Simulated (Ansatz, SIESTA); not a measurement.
This is a calculation of Sb (Antimony) for SIESTA 5.4.2. 

Sb.fdf

```
SystemName                      Antimony
SystemLabel                     Sb
NumberOfSpecies                 1
NumberOfAtoms                   2
%block ChemicalSpeciesLabel
  1  51 Sb
%endblock ChemicalSpeciesLabel

LatticeConstant                 1.0 Ang
%block LatticeVectors
     2.1542000000     1.2437279499     3.7580000000
    -2.1542000000     1.2437279499     3.7580000000
     0.0000000000    -2.4874558998     3.7580000000
%endblock LatticeVectors
AtomicCoordinatesFormat         Fractional
%block AtomicCoordinatesAndAtomicSpecies
     0.7665100000     0.7665100000     0.7665100000  1  Sb
     0.2334900000     0.2334900000     0.2334900000  1  Sb
%endblock AtomicCoordinatesAndAtomicSpecies

%block kgrid.MonkhorstPack
    8   0   0  0.0
    0   8   0  0.0
    0   0   8  0.0
%endblock kgrid.MonkhorstPack
XC.Functional                   GGA
XC.Authors                      PBE
PAO.BasisSize                   DZP
PAO.EnergyShift                 0.003 Ry
Mesh.Cutoff                     500 Ry
OccupationFunction              FD
ElectronicTemperature           0.05 eV
MaxSCFIterations                120
SCF.MustConverge                false
SCF.Mixer.Method                Pulay
SCF.Mixer.Weight                0.25
SCF.Mixer.History               8
SCF.DM.Tolerance                5.0e-05
SCF.H.Tolerance                 1.0e-03 eV
WriteForces                     true
Charge.Mulliken                 end
%block PAO.Basis
  Sb 4
  n=5 0 2
    5.984 0.000
  n=5 1 2
    7.890 0.000
  n=4 2 2
    3.483 0.000
  n=5 2 1
    7.890
%endblock PAO.Basis
```

Potentials or basis: PseudoDojo 0.4 standard (PBE files), converted to PSML, two zetas on semicore shells, DZP (energy shift 0.003 Ry; two zetas on semicore shells).

Command:

```sh
$ siesta < Sb.fdf > Sb.out 2>&1
```

What does the same run look like in Ansatz 0.2.0? Potentials or basis there: all-electron LAPW, scalar-relativistic.

As run (cutoffs and basis follow the program's own potentials, and thresholds, step limits or extra output files can differ):

input.yaml

```yaml
crystal:
  lattice:
    - [2.1542, 1.2437279499, 3.758]
    - [-2.1542, 1.2437279499, 3.758]
    - [0.0, -2.4874558998, 3.758]
  atoms:
    - { symbol: Sb, position: [0.76651, 0.76651, 0.76651] }
    - { symbol: Sb, position: [0.23349, 0.23349, 0.23349] }
kpoints:
  mp_grid: { grid: [8, 8, 8] }
scf:
  occupations: { method: fermi_dirac, width: 0.05 }
hamiltonian:
  xc: pbe
  pseudopotentials: { kind: all_electron, lapw: { basis_error: 0.001 } }
output:
  forces: true
  stress: true
  eigenvalues: true
  populations: true
```

Potentials or basis: all-electron LAPW, scalar-relativistic.

Launch:

```console
$ ansatz run input.yaml --threads 1 --pin off --max-ram 2560MiB --backend cpu --events-out ev --progress --plain --runs-dir out
```

Both were run:

|  | SIESTA | Ansatz |
| --- | --- | --- |
| Pressure | 3.6 GPa | 2.7 GPa |

Where Ansatz's input types no cutoff or centring, it takes its own default and a Γ-centred mesh.

Pressure is positive in compression.
